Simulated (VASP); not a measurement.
# Input and output of a VASP PBE single-point calculation on HfO2 (strained fluorite)

INCAR

```
ENCUT = 520
LWAVE = .FALSE.
IBRION = -1
NELM = 120
ISIF = 2
LREAL = .FALSE.
GGA = PE
LASPH = .TRUE.
EDIFF = 1E-7
LCHARG = .FALSE.
PREC = Accurate
NBANDS = 18
NSW = 0
ISMEAR = -1
SIGMA = 0.02
```

KPOINTS

```
KPOINTS created by Atomic Simulation Environment
0
Gamma
8 8 8
0 0 0
```

KPOINTS_OPT

```
special points
7
Reciprocal
0.0000000000 0.0000000000 0.0000000000 1
0.5000000000 0.0000000000 0.5000000000 1
0.6250000000 0.2500000000 0.6250000000 1
0.3750000000 0.3750000000 0.7500000000 1
0.5000000000 0.5000000000 0.5000000000 1
0.5000000000 0.2500000000 0.7500000000 1
0.0000000000 0.5000000000 0.5000000000 1
```

POSCAR

```
Hf O
 1.0000000000000000
     0.0377455698000000    2.5416360659000001    2.5416360659000001
     2.5416360659000001    0.0377455698000000    2.5416360659000001
     2.5416360659000001    2.5416360659000001    0.0377455698000000
 Hf  O
   1   2
Cartesian
 -0.0000000000000000 -0.0000000000000000  0.0000000000000000
  1.2750541793330779  1.2750541793330779  1.2750541793330779
  3.8459635222669211  3.8459635222669211  3.8459635222669215
```

VASP ran with the recommended PBE PAW datasets (22 valence electrons in the cell).

Command

```
mpirun -np 1 vasp_std
```

OSZICAR

```
N       E                     dE             d eps       ncg     rms          rms(c)
DAV:   1     0.906423761996E+02    0.90642E+02   -0.12668E+04  2340   0.121E+03
DAV:   2    -0.320845809453E+02   -0.12273E+03   -0.11948E+03  3004   0.290E+02
DAV:   3    -0.359627476305E+02   -0.38782E+01   -0.38636E+01  2754   0.454E+01
DAV:   4    -0.359848151715E+02   -0.22068E-01   -0.22057E-01  2810   0.378E+00
DAV:   5    -0.359849548428E+02   -0.13967E-03   -0.13967E-03  2706   0.281E-01    0.495E+01
DAV:   6    -0.303568391977E+02    0.56281E+01   -0.19923E+01  2386   0.324E+01    0.425E+01
DAV:   7    -0.302700790455E+02    0.86760E-01   -0.65514E-01  2672   0.668E+00    0.294E+01
DAV:   8    -0.302559272526E+02    0.14152E-01   -0.26219E-01  2560   0.473E+00    0.944E+00
DAV:   9    -0.302358324635E+02    0.20095E-01   -0.63273E-02  2478   0.210E+00    0.262E+00
DAV:  10    -0.302359703339E+02   -0.13787E-03   -0.31866E-03  2610   0.435E-01    0.200E-01
DAV:  11    -0.302360173258E+02   -0.46992E-04   -0.16266E-04  2704   0.112E-01    0.202E-01
DAV:  12    -0.302360285360E+02   -0.11210E-04   -0.33614E-05  2562   0.391E-02    0.118E-02
DAV:  13    -0.302360294576E+02   -0.92155E-06   -0.14184E-06  2752   0.902E-03    0.248E-03
DAV:  14    -0.302360297121E+02   -0.25450E-06   -0.14814E-07  2530   0.269E-03    0.523E-03
DAV:  15    -0.302360296558E+02    0.56314E-07   -0.53366E-09  1690   0.544E-04
   1 F= -.30236030E+02 E0= -.30236030E+02  d E =-.843813E-11
       N       E                     dE             ncg
DAV:   1     0.166334176399E+04   -0.55889E+04      252
DAV:   2     0.861268847199E+03   -0.80207E+03      318
DAV:   3     0.830912302093E+03   -0.30357E+02      308
DAV:   4     0.830720567711E+03   -0.19173E+00      320
DAV:   5     0.830718879371E+03   -0.16883E-02      296
DAV:   6     0.830718854620E+03   -0.24750E-04      328
DAV:   7     0.830718854078E+03   -0.54272E-06      298
DAV:   8     0.830718854066E+03   -0.11719E-07      256
```

From OUTCAR

```
k-points           NKPTS =     65   k-points in BZ     NKDIM =     65   number of bands    NBANDS=     18

   NELECT =      22.0000    total number of electrons

   dimension x,y,z NGX =    28 NGY =   28 NGZ =   28
   dimension x,y,z NGXF=    56 NGYF=   56 NGZF=   56

  energy-cutoff  :      520.00
  volume of cell :       32.11
      direct lattice vectors                 reciprocal lattice vectors
     0.037745570  2.541636066  2.541636066    -0.201161097  0.198217391  0.198217391
     2.541636066  0.037745570  2.541636066     0.198217391 -0.201161097  0.198217391
     2.541636066  2.541636066  0.037745570     0.198217391  0.198217391 -0.201161097

 k-points in reciprocal lattice and weights: KPOINTS created by Atomic Simulation Env
   0.00000000  0.00000000  0.00000000       0.002
   0.12500000  0.00000000 -0.00000000       0.012
   0.25000000  0.00000000 -0.00000000       0.012
   0.37500000  0.00000000 -0.00000000       0.012
   0.50000000  0.00000000 -0.00000000       0.006
   0.12500000  0.12500000 -0.00000000       0.012
   0.25000000  0.12500000 -0.00000000       0.023
   0.37500000  0.12500000 -0.00000000       0.023
   ...

 E-fermi :   4.8078

 k-point     1 :       0.0000    0.0000    0.0000
  band No.  band energies     occupation
      1     -25.2202      2.00000
      2     -25.2106      2.00000
      3     -25.2106      2.00000
      4     -14.4196      2.00000
      5     -11.3122      2.00000
      6      -1.0812      2.00000
      7      -1.0003      2.00000
      8      -1.0003      2.00000
      9       3.7741      2.00000
     10       3.7741      2.00000
     11       3.8242      2.00000
     12       8.3225      0.00000
     13       8.3225      0.00000
     14      10.3597      0.00000
     15      14.9070      0.00000
     16      15.0582      0.00000
     17      15.0582      0.00000
     18      17.9843      0.00000

 k-point     2 :       0.1250    0.0000   -0.0000
  band No.  band energies     occupation
      1     -25.2857      2.00000
      2     -25.2267      2.00000
      3     -25.2193      2.00000
      4     -14.2002      2.00000
      5     -11.4913      2.00000
      6      -0.9156      2.00000
      7      -0.8476      2.00000
      8      -0.5776      2.00000
      9       3.3153      2.00000
     10       3.4885      2.00000
     11       3.5173      2.00000
     12       8.6135      0.00000
     13       8.6373      0.00000
     14      10.9713      0.00000
     15      14.3482      0.00000
     16      14.6392      0.00000
     17      14.7999      0.00000
     18      17.9647      0.00000

 k-point     3 :       0.2500    0.0000   -0.0000
  band No.  band energies     occupation
      1     -25.4569      2.00000
      2     -25.2446      2.00000
      3     -25.2401      2.00000
      4     -13.6861      2.00000
      5     -11.8448      2.00000
      6      -0.5223      2.00000
      7      -0.4759      2.00000
      8       0.4151      2.00000
      9       2.4031      2.00000
     10       2.9599      2.00000
     11       2.9812      2.00000
     12       9.0337      0.00000
     13       9.1235      0.00000
     14      11.5670      0.00000
     15      13.8778      0.00000
     16      14.1382      0.00000
     17      14.3287      0.00000
     18      17.2897      0.00000

 k-point     4 :       0.3750    0.0000   -0.0000
  band No.  band energies     occupation
      1     -25.6187      2.00000
      2     -25.2623      2.00000
      3     -25.2608      2.00000
      4     -13.2681      2.00000
      5     -12.0189      2.00000
      6      -0.1275      2.00000
      7      -0.1210      2.00000
      8       1.3179      2.00000
      9       1.6266      2.00000
     10       2.5916      2.00000
     11       2.6806      2.00000
     12       9.0872      0.00000
     13       9.2410      0.00000
     14      11.3789      0.00000
     15      13.8603      0.00000
     16      14.0739      0.00000
     17      14.1297      0.00000
     18      16.8646      0.00000

 k-point     5 :       0.5000    0.0000   -0.0000
  band No.  band energies     occupation
      1     -25.6832      2.00000
      2     -25.2696      2.00000
      3     -25.2693      2.00000
      4     -13.1724      2.00000
      5     -11.9893      2.00000
      6       0.0095      2.00000
      7       0.0274      2.00000
      8       1.3210      2.00000
      9       1.6451      2.00000
     10       2.4998      2.00000
     11       2.6224      2.00000
     12       8.9999      0.00000
     13       9.1760      0.00000
     14      11.6056      0.00000
     15      13.5353      0.00000
     16      13.8197      0.00000
     17      14.0369      0.00000
     18      17.2540      0.00000

 k-point     6 :       0.1250    0.1250   -0.0000
  band No.  band energies     occupation
      1     -25.2927      2.00000
      2     -25.2368      2.00000
      3     -25.2297      2.00000
      4     -14.1273      2.00000
      5     -11.5479      2.00000
      6      -0.8792      2.00000
      7      -0.8271      2.00000
      8      -0.3727      2.00000
      9       2.4821      2.00000
     10       3.8004      2.00000
     11       3.8340      2.00000
     12       8.5251      0.00000
     13       8.7631      0.00000
     14      11.1849      0.00000
     15      14.2783      0.00000
     16      14.4013      0.00000
     17      14.6830      0.00000
     18      17.9240      0.00000

 k-point     7 :       0.2500    0.1250   -0.0000
  band No.  band energies     occupation
      1     -25.4159      2.00000
      2     -25.2590      2.00000
      3     -25.2523      2.00000
      4     -13.6972      2.00000
      5     -11.8460      2.00000
      6      -0.5908      2.00000
      7      -0.5270      2.00000
      8       0.5238      2.00000
      9       1.5013      2.00000
     10       3.4587      2.00000
     11       3.5955      2.00000
     12       8.8696      0.00000
     13       9.1064      0.00000
     14      11.8245      0.00000
     15      13.7565      0.00000
     16      13.7844      0.00000
     17      14.3504      0.00000
     18      17.7510      0.00000

 k-point     8 :       0.3750    0.1250   -0.0000
  band No.  band energies     occupation
      1     -25.5654      2.00000
      2     -25.2879      2.00000
      3     -25.2766      2.00000
      4     -13.2134      2.00000
      5     -12.0886      2.00000
      6      -0.2481      2.00000
      7      -0.1888      2.00000
      8       0.9204      2.00000
      9       1.5851      2.00000
     10       2.9004      2.00000
     11       3.1213      2.00000
     12       9.0915      0.00000
     13       9.2772      0.00000
     14      11.5814      0.00000
     15      13.4771      0.00000
     16      13.6496      0.00000
     17      14.6801      0.00000
     18      17.2604      0.00000

 k-point     9 :       0.5000    0.1250    0.0000
  band No.  band energies     occupation
      1     -25.6530      2.00000
      2     -25.3169      2.00000
      3     -25.2814      2.00000
      4     -13.0346      2.00000
      5     -12.0779      2.00000
      6      -0.2424      2.00000
      7       0.1410      2.00000
      8       0.7673      2.00000
      9       2.1923      2.00000
     10       2.5781      2.00000
     11       2.8155      2.00000
     12       9.1060      0.00000
     13       9.2332      0.00000
     14      11.5697      0.00000
     15      13.2165      0.00000
     16      13.6441      0.00000
     17      14.6386      0.00000
     18      17.3924      0.00000

 k-point    10 :      -0.3750    0.1250    0.0000
  band No.  band energies     occupation
      1     -25.6349      2.00000
      2     -25.3220      2.00000
      3     -25.2697      2.00000
      4     -13.0566      2.00000
      5     -12.1018      2.00000
      6      -0.3384      2.00000
      7       0.2599      2.00000
      8       0.9411      2.00000
      9       2.0120      2.00000
     10       2.1146      2.00000
     11       3.1938      2.00000
     12       8.9959      0.00000
     13       9.3862      0.00000
     14      11.5569      0.00000
     15      13.1991      0.00000
     16      13.7720      0.00000
     17      14.7280      0.00000
     18      17.2546      0.00000

 k-point    11 :      -0.2500    0.1250    0.0000
  band No.  band energies     occupation
      1     -25.5222      2.00000
      2     -25.2981      2.00000
      3     -25.2484      2.00000
      4     -13.3530      2.00000
      5     -12.0384      2.00000
      6      -0.5166      2.00000
      7      -0.0706      2.00000
      8       1.1850      2.00000
      9       1.5546      2.00000
     10       2.1815      2.00000
     11       3.6086      2.00000
     12       8.9562      0.00000
     13       9.4333      0.00000
     14      11.6324      0.00000
     15      13.2968      0.00000
     16      14.0974      0.00000
     17      14.5967      0.00000
     18      17.3125      0.00000

 ...

  Total        0.8536579      0.8536579      0.8536579     -0.2126842     -0.2126842     -0.2126842
  in kB       42.5997925     42.5997925     42.5997925    -10.6135072    -10.6135072    -10.6135072
  external PRESSURE =      42.5997925 kB  Pullay stress =       0.0000000 kB

 POSITION                                       TOTAL-FORCE (eV/Angst)
 -----------------------------------------------------------------------------------
      0.00000      0.00000      0.00000         0.000000      0.000000      0.000000
      1.27505      1.27505      1.27505        -0.002944     -0.002944     -0.002944
      3.84596      3.84596      3.84596         0.002944      0.002944      0.002944
 -----------------------------------------------------------------------------------
    total drift:                                0.000000      0.000000     -0.000000

  FREE ENERGIE OF THE ION-ELECTRON SYSTEM (eV)
  ---------------------------------------------------
  free  energy   TOTEN  =       -30.2360296558 eV

  energy  without entropy=      -30.2360296558  energy(sigma->0) =      -30.23602966
```

```yaml
gap_between_bands_v_and_c: 3.84 eV
least_direct_gap: 3.84 eV
pressure: 4.3 GPa
```

Band v is the last that the valence electrons fill when counted band by band, and c is the next.

The run took about 37 s on one core of a shared host (Intel Xeon Platinum 8488C) and held 0.2 GiB at most.
